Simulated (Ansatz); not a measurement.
The system is Bi2Te2Se.

```xyz
5
Lattice="2.1610 1.2476 10.5856 -2.1610 1.2476 10.5856 0.0000 -2.4953 10.5856" Properties=species:S:1:pos:R:3 pbc="T T T"
Bi    0.0000    0.0000   12.4398
Bi    0.0000    0.0000   19.3169
Te    0.0000    0.0000   24.7831
Te    0.0000    0.0000    6.9736
Se    0.0000    0.0000    0.0000
```

The cell is a database's computed one.

```yaml
Program: Ansatz 0.2.0
Task: relaxation of cell and atoms
Functional: PBEsol
Potentials_or_basis: Ansatz PAW
Cutoff: "420 eV (not typed: the program's choice for these potentials)"
k_mesh: 7 × 7 × 7
Occupations: fermi-dirac, width 0.05 eV
Spin: no spin polarisation
```

At the start: volume 34.25 Å³/atom.

Q: Where does the relaxation end?

A: It ends after 7 steps and the volume is 31.67 Å³/atom (-7.5 %); space group R-3m (No. 166, to 0.05 Å).

Step by step:
| step | energy change (eV) | largest force (eV/Å) | volume (Å³) |
| --- | --- | --- | --- |
| 1 | 0.0000 | 0.0497 | 171.24 |
| 2 | -0.0452 | 0.0709 | 157.41 |
| 3 | -0.0640 | 0.0580 | 159.01 |
| 4 | -0.0674 | 0.0562 | 157.33 |
| 5 | -0.0689 | 0.0151 | 158.62 |
| 6 | -0.0691 | 0.0010 | 158.35 |
| 7 | -0.0671 | 0.0009 | 158.35 |

Final structure:
```
Bi Te Se
1.0
     2.14494    1.23838    9.93538
    -2.14494    1.23838    9.93538
     0.00000   -2.47676    9.93538
Bi Te Se
2 2 1
Direct
  0.39449 0.39449 0.39449
  0.60551 0.60551 0.60551
  0.78706 0.78706 0.78706
  0.21294 0.21294 0.21294
  0.00000 0.00000 0.00000
```

Caveat: the plane-wave basis is chosen anew once the cell has moved, so the energies of steps on either side of that aren't comparable; the PAW data sets come from PBE, with cores solved anew for the run's functional, which leaves a small shift of forces and pressure.
